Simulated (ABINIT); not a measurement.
The system is CuO.

```
Cu O
1.0
     2.87950    0.00000    0.00000
     0.03907    2.87928    0.00000
     0.01750    0.01724    5.17634
Cu O
2 2
Direct
  0.00000 0.50000 0.00000
  0.50000 0.00000 0.50000
  0.99842 0.00167 0.74989
  0.00158 0.99833 0.25011
```

The cell comes from a database or a generator and needn't be the stable form of this composition.

Base run:

```yaml
Program: ABINIT 10.8.3 (patched build)
Functional: PBEsol
Potentials_or_basis: JTH PAW PBE v2.0
Cutoff: 707 eV
k_mesh: 7 × 7 × 4
Occupations: fermi-dirac, width 0.05 eV
Spin: no spin polarisation
```

Its results: band gap on the k mesh none (metal or under the smearing width); pressure -1.8 GPa; largest force 0.013 eV/Å.

Question: The run is repeated on the same cell with these changes: potentials or basis from JTH PAW PBE v2.0 to PseudoDojo NC SR PBEsol v0.4 stringent; cutoff from 707 eV to 1415 eV. What comes out?

Answer: Band gap on the k mesh none (metal or under the smearing width); pressure -2.2 GPa; largest force 0.014 eV/Å.

Caveats: the run has no spin polarisation, though such a crystal can be magnetic; semilocal functionals often make such compounds metallic where correlation or magnetic order opens a gap, which also shifts bond lengths; the PAW data sets were made with another functional, which shifts forces and pressure a little (some runs).
